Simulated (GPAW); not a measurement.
# Ba (Fm-3m) in GPAW: a series of runs

Aim: see how the results for Ba move with the level of theory and the settings. Levels: RPBE, PBE. Tasks: single point.

Program: GPAW 26.7.0. These are calculated values, not measurements. Logs are shortened: lines on timing, memory, paths and dates and some standing lists are left out, and cuts for length are marked. The log counts tension as positive stress, the text compression.

**1. The crystal as given**

It takes space group Fm-3m (No. 225, cubic). Conventional cell: a = 6.465 Å, b = 6.465 Å, c = 6.465 Å, α = 90.00°, β = 90.00°, γ = 90.00°.

This isn't the form of Ba at room conditions, which is bcc.

**2. Single point, RPBE**

Contents of run.py:

```python
from ase.dft.bandgap import bandgap
from ase.io import read, write
from ase.units import GPa
from gpaw import GPAW, PW

atoms = read('Ba.xyz')

calc = GPAW(mode=PW(600),
            xc='RPBE',
            kpts={'size': (7, 7, 7), 'gamma': True},
            occupations={'name': 'methfessel-paxton', 'order': 0, 'width': 0.05},
            nbands=12,
            convergence={'density': 1e-05, 'energy': 1e-05},
            maxiter=150,
            txt='gpaw.txt')
atoms.calc = calc
energy = atoms.get_potential_energy()
forces = atoms.get_forces()
stress = atoms.get_stress()
calc.write('gs.gpw')
write('result.traj', atoms)
print(f'Energy: {energy:.6f} eV')
print('Forces (eV/A):')
print(forces.round(4))
print('Stress (GPa):', (stress / GPa).round(3))
print('Fermi level:', round(calc.get_fermi_level(), 4), 'eV')
print(f'Gap: {bandgap(calc)[0]:.4f} eV, direct: {bandgap(calc, direct=True)[0]:.4f} eV')
```

Contents of Ba.xyz:

```xyz
1
Lattice="0.0000000000 3.2326650028 3.2326650028 3.2326650028 0.0000000000 3.2326650028 3.2326650028 3.2326650028 0.0000000000" Properties=species:S:1:pos:R:3 pbc="T T T"
Ba     0.0000000000      0.0000000000      0.0000000000
```

Potentials or basis: the program's PAW data sets (release 1.2.1) made for this functional, pw.

Run with:

```sh
> OMP_NUM_THREADS=1 python run.py
```

gpaw.txt:

```text
__  _  _
 | _ |_)|_||  |
 |__||  | ||/\| - 26.7.0

Input parameters:
  mode=PW(ecut=600.0),
  convergence={'density': 1e-05, 'energy': 1e-05},
  kpts=MonkhorstPack(size=(7, 7, 7), gamma=True),
  maxiter=150,
  nbands=12,
  occupations=Occupations(name='methfessel-paxton', order=0, width=0.05),
  xc=XC(name='RPBE')

Diagonalizing LCAO Hamiltonian
Converting LCAO to pw mode

       Ba

Atoms  # Å, Bohr magnetons
|   | symbol |        x |        y |        z |    initial magnetic moments |
|---|--------|----------|----------|----------|-----------------------------|
| 0 |     Ba | 0.000000 | 0.000000 | 0.000000 | ( 0.0000,  0.0000,  0.0000) |

Unit cell  # Å
| periodic |        x |        y |        z |  lengths |    angles |
|----------|----------|----------|----------|----------|-----------|
|      yes | 0.000000 | 3.232665 | 3.232665 | 4.571679 | 60.000000 |
|      yes | 3.232665 | 0.000000 | 3.232665 | 4.571679 | 60.000000 |
|      yes | 3.232665 | 3.232665 | 0.000000 | 4.571679 | 60.000000 |

Number of symmetries: 48
Symmetry operations  # r_c * U_cc + t_c -> r_c
|    | kind |            matrix            |
|----|------|------------------------------|
|  0 |  σ   |  1, 0, 0,  1, 0,-1,  1,-1, 0 |
|  1 |  C2  |  1, 0, 0,  1,-1, 0,  1, 0,-1 |
|  2 |  E   |  1, 0, 0,  0, 1, 0,  0, 0, 1 |
|  3 |  σ   |  1, 0, 0,  0, 0, 1,  0, 1, 0 |
|  4 |  C4  |  1, 0,-1,  1, 0, 0,  1,-1, 0 |
|  5 |  S6  |  1, 0,-1,  1,-1, 0,  1, 0, 0 |
|  6 |  σ   |  1, 0,-1,  0, 1,-1,  0, 0,-1 |
|  7 |  C3  |  1, 0,-1,  0, 0,-1,  0, 1,-1 |
|  8 |  S6  |  1,-1, 0,  1, 0, 0,  1, 0,-1 |
|  9 |  C4  |  1,-1, 0,  1, 0,-1,  1, 0, 0 |
| 10 |  C3  |  1,-1, 0,  0,-1, 1,  0,-1, 0 |
| 11 |  σ   |  1,-1, 0,  0,-1, 0,  0,-1, 1 |
| 12 |  σ   |  0, 1, 0,  1, 0, 0,  0, 0, 1 |
| 13 |  C4  |  0, 1, 0,  0, 1,-1, -1, 1, 0 |
| 14 |  C3  |  0, 1, 0,  0, 0, 1,  1, 0, 0 |
| 15 |  S6  |  0, 1, 0, -1, 1, 0,  0, 1,-1 |
| 16 |  C2  |  0, 1,-1,  1, 0,-1,  0, 0,-1 |
| 17 |  σ   |  0, 1,-1,  0, 1, 0, -1, 1, 0 |
| 18 |  S4  |  0, 1,-1,  0, 0,-1,  1, 0,-1 |
| 19 |  C4  |  0, 1,-1, -1, 1, 0,  0, 1, 0 |
| 20 |  C3  |  0, 0, 1,  1, 0, 0,  0, 1, 0 |
| 21 |  σ   |  0, 0, 1,  0, 1, 0,  1, 0, 0 |
| 22 |  S6  |  0, 0, 1,  0,-1, 1, -1, 0, 1 |
| 23 |  C4  |  0, 0, 1, -1, 0, 1,  0,-1, 1 |
| 24 |  S4  |  0, 0,-1,  1, 0,-1,  0, 1,-1 |
| 25 |  C3  |  0, 0,-1,  0, 1,-1,  1, 0,-1 |
| 26 |  C2  |  0, 0,-1,  0,-1, 0, -1, 0, 0 |
| 27 |  S6  |  0, 0,-1, -1, 0, 0,  0,-1, 0 |
| 28 |  S4  |  0,-1, 1,  1,-1, 0,  0,-1, 0 |
| 29 |  C4  |  0,-1, 1,  0, 0, 1, -1, 0, 1 |
| 30 |  C2  |  0,-1, 1,  0,-1, 0,  1,-1, 0 |
| 31 |  σ   |  0,-1, 1, -1, 0, 1,  0, 0, 1 |
| 32 |  C3  |  0,-1, 0,  1,-1, 0,  0,-1, 1 |
| 33 |  S6  |  0,-1, 0,  0, 0,-1, -1, 0, 0 |
| 34 |  S4  |  0,-1, 0,  0,-1, 1,  1,-1, 0 |
| 35 |  C2  |  0,-1, 0, -1, 0, 0,  0, 0,-1 |
| 36 |  C2  | -1, 1, 0,  0, 1, 0,  0, 1,-1 |
| 37 |  S6  | -1, 1, 0,  0, 1,-1,  0, 1, 0 |
| 38 |  S4  | -1, 1, 0, -1, 0, 1, -1, 0, 0 |
| 39 |  C3  | -1, 1, 0, -1, 0, 0, -1, 0, 1 |
| 40 |  S6  | -1, 0, 1,  0, 0, 1,  0,-1, 1 |
| 41 |  C2  | -1, 0, 1,  0,-1, 1,  0, 0, 1 |
| 42 |  C3  | -1, 0, 1, -1, 1, 0, -1, 0, 0 |
| 43 |  S4  | -1, 0, 1, -1, 0, 0, -1, 1, 0 |
| 44 |  C2  | -1, 0, 0,  0, 0,-1,  0,-1, 0 |
| 45 |  i   | -1, 0, 0,  0,-1, 0,  0, 0,-1 |
| 46 |  σ   | -1, 0, 0, -1, 1, 0, -1, 0, 1 |
| 47 |  C2  | -1, 0, 0, -1, 0, 1, -1, 1, 0 |

BZ-sampling:
  Number of BZ points: 343
  Number of IBZ points: 20

  Monkhorst-Pack size: [7, 7, 7]
  Monkhorst-Pack shift: [0, 0, 0]

K-points  # in reciprocal-cell coordinates
|     |                                coordinates |     weight |
|-----|--------------------------------------------|------------|
|   0 | (  0.00000000,   0.00000000,   0.00000000) | 0.00291545 |
|   1 | (  0.14285714,   0.14285714,   0.00000000) | 0.01749271 |
|   2 | (  0.14285714,   0.14285714,   0.14285714) | 0.02332362 |
|   3 | (  0.28571429,   0.14285714,   0.14285714) | 0.03498542 |
|   4 | (  0.28571429,   0.28571429,   0.00000000) | 0.01749271 |
|   5 | (  0.28571429,   0.28571429,   0.14285714) | 0.06997085 |
|   6 | (  0.28571429,   0.28571429,   0.28571429) | 0.02332362 |
|   7 | (  0.42857143,  -0.28571429,  -0.28571429) | 0.03498542 |
|   8 | (  0.42857143,   0.28571429,  -0.42857143) | 0.13994169 |
|   9 | (  0.42857143,   0.28571429,  -0.28571429) | 0.06997085 |
| ... |                                            |            |
|  19 | (  0.42857143,   0.42857143,   0.42857143) | 0.02332362 |

Plane wave coefficients: 2269
Cutoff: 600.0 eV

Spin-components: 1 (collinear spins)
Bands:           12
Projectors:      6
Spin-degeneracy: 2
Datatype:        complex128

Parallelization:
  kpt:    1
  domain: 1
  band:   1

Density:
  Valence electrons: 10.0
  Components: 1
  Grid points: [27 27 27]
  Charge: 0.0  # |e|

Potential:
  Grid points: [27 27 27]

species:
  Ba:
    name:    Barium
    Z:       56.0
    valence: 10
    core:    46
    charge:  0.0  # [|e|]
    compensation charges:
      type: gauss
      rc: 0.37  # [Å]
      lmax: 2
    cutoffs:
      filter: 2.06  # [Å]
      core: 2.33  # [Å]
    projectors
    | kind |    occ | energy [eV] | rcut [Å] |
    |------|--------|-------------|----------|
    |   5s |  2.000 |     -33.663 |    1.164 |
    |   6s |  2.000 |      -3.183 |    1.164 |
    |   5p |  6.000 |     -18.775 |    1.164 |
    |    p |        |       0.000 |    1.164 |
    |    d |        |       0.000 |    1.164 |
    |    d |        |      27.211 |    1.164 |

    Using partial waves for Ba as LCAO basis

Reference energy: -221287.730285  # eV

eigensolver:
  PPCG
  Converge bands: occupied
  niter=2

density mixing:
  MSR1-Mixer
  Pratt-step length: 0.05
  Maximum mixing coefficient: 0.75
  Old densities: 10
  SVD Regularization: 0.005
  Good broyden scale: 1.0
  Trust region scale: 1.0
  Backstep threshold: 4.0
  History deletion threshold: 6.0
  Fourier metric: weight=20.0, sigma=0.015

occupation numbers:
  Methfessel-Paxton:
    width: 0.0500  # eV
    order: 0

poisson solver:
  ecut: 4800.0  # eV

xc functional:
  name: RPBE with 2 nearest neighbor stencil

convergence criteria:
[... 6 lines left out ...]
|iter     | |      energy | eigst |  dens |
|---------|-|-------------|-------|-------|
|iter:   1| |   -1.721623 | +0.19 |       |
|iter:   2| |   -1.835979 | -1.05 | -1.21 |
|iter:   3| |   -1.630613 | -1.83 | -1.26 |
|iter:   4| |   -1.630047 | -3.31 | -1.43 |
|iter:   5| |   -1.635425 | -3.71 | -1.56 |
|iter:   6| |   -1.635428 | -5.70 | -2.93 |
|iter:   7| |   -1.635429c| -6.26 | -3.20 |
|iter:   8| |   -1.635430c| -8.38c| -4.09 |
|iter:   9| |   -1.635429c| -7.78c| -4.69 |
|iter:  10| |   -1.635429c| -9.20c| -5.91c|

Converged in 10 steps
Energy contributions relative to reference atoms: (reference = -221287.730285)

Energy contributions:
  Kinetic:           0.698001
  Coulomb:           1.018354
  Zero:             -0.041905
  External:          0.000000
  Xc:               -3.308545
  Entropy:          -0.002667
  Spinorbit:         0.000000
  ----------------------------
  Free energy:      -1.636763
  Extrapolated:     -1.635429

dipole moment: (-39.214563, -39.214563, -39.214563)  # |e|*Ang

Fermi level: 4.706
Eigenvalues  # (at kpt = [0.000, 0.000, 0.000])
| band index |      eig [eV] | occ [0-2] |
|------------|---------------|-----------|
|          0 |       -24.326 |     2.000 |
|          1 |        -9.363 |     2.000 |
|          2 |        -9.363 |     2.000 |
|          3 |        -9.363 |     2.000 |
|          4 |         1.988 |     2.000 |
|          5 |         6.442 |     0.000 |
|          6 |         6.442 |     0.000 |
|          7 |         6.442 |     0.000 |
|          8 |         7.874 |     0.000 |
|          9 |         7.874 |     0.000 |
|         10 |        10.412 |     0.000 |
|         11 |        12.469 |     0.000 |

No gap
No difference between direct/indirect transitions

Forces  # eV/Ang
|       x |        y |        z |
|---------|----------|----------|
| 0.00000 | -0.00000 | -0.00000 |  # Ba   0

Stress tensor  # eV/Ang^3
|         x |         y |         z |
|-----------|-----------|-----------|
| -0.002030 | -0.000000 |  0.000000 |
| -0.000000 | -0.002030 | -0.000000 |
|  0.000000 | -0.000000 | -0.002030 |

# Writing to gs.gpw (mode='')
```

It took 12 s on 1 thread of Arm Neoverse V1, shared host; peak memory 0.16 GiB.

What came out:

- Free energy: -1.6368 eV
- Pressure: 0.3 GPa
- Band gap on the k mesh: none (metal or under the smearing width)

Levels at points of the mesh, in eV from the Fermi level:
```csv
k point,band 2,band 3,band 4,band 5,band 6,band 7,band 8
"(0.00, 0.00, 0.00)",-14.07,-14.07,-14.07,-2.72,1.74,1.74,1.74
```

**3. Single point, PBE**

run.py, as its differences from that of step 2:

```diff
@@ -8,3 +8,3 @@
 calc = GPAW(mode=PW(600),
-            xc='RPBE',
+            xc='PBE',
             kpts={'size': (7, 7, 7), 'gamma': True},
```

Ba.xyz is that of step 2.

Potentials or basis: GPAW PAW data sets (gpaw-data 1.2.1), pw.

Run with:

```sh
> OMP_NUM_THREADS=1 python run.py
```

Wall time 11 s (1 thread of Arm Neoverse V1, shared host); peak memory 0.16 GiB.

The run converged. Its results:

```
Free energy            : -1.8539 eV
Pressure               : -0.3 GPa
Band gap on the k mesh : none (metal or under the smearing width)
```

Levels at points of the mesh, in eV from the Fermi level:
| k point | band 1 | band 2 | band 3 | band 4 | band 5 | band 6 | band 7 | band 8 |
| --- | --- | --- | --- | --- | --- | --- | --- | --- |
| (0.00, 0.00, 0.00) | -28.99 | -14.01 | -14.01 | -14.01 | -2.73 | 1.71 | 1.71 | 1.71 |

The run has no spin-orbit coupling, so splittings on Ba are missing.
